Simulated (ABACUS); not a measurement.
Input of an ABACUS 3.10.1 run:

Contents of INPUT:

```
INPUT_PARAMETERS
suffix              Al
calculation         scf
basis_type          pw
pseudo_dir          ./
symmetry            1
dft_functional      pbe
ecutwfc             41
pseudo_rcut         7
nspin               1
nbands              6
ks_solver           dav
smearing_method     fd
smearing_sigma      0.00367493
scf_thr             1e-08
scf_nmax            100
mixing_type         broyden
mixing_beta         0.7
cal_force           1
cal_stress          1
kpar                4
```

File STRU:

```
ATOMIC_SPECIES
Al 26.9815 Al.upf

LATTICE_CONSTANT
1.8897261246

LATTICE_VECTORS
2.7217600000 0.0000000000 0.0000000000
0.0000000000 2.7217600000 0.0000000000
0.0000000000 0.0000000000 2.7217600000

ATOMIC_POSITIONS
Cartesian

Al
0.0
1
0.0000000000 0.0000000000 0.0000000000 1 1 1
```

File KPT:

```
K_POINTS
0
Gamma
7 7 7 0 0 0
```

Potentials or basis: PseudoDojo NC SR 0.4.1 PBE standard, plane waves.

Launch:

```sh
$ OMP_NUM_THREADS=1 mpirun -np 4 abacus > log
```

(1) Estimate the pressure.

(2) Estimate the band gap on the k mesh.

Answers

(1) -0.4 GPa.

(2) none (metal or under the smearing width).
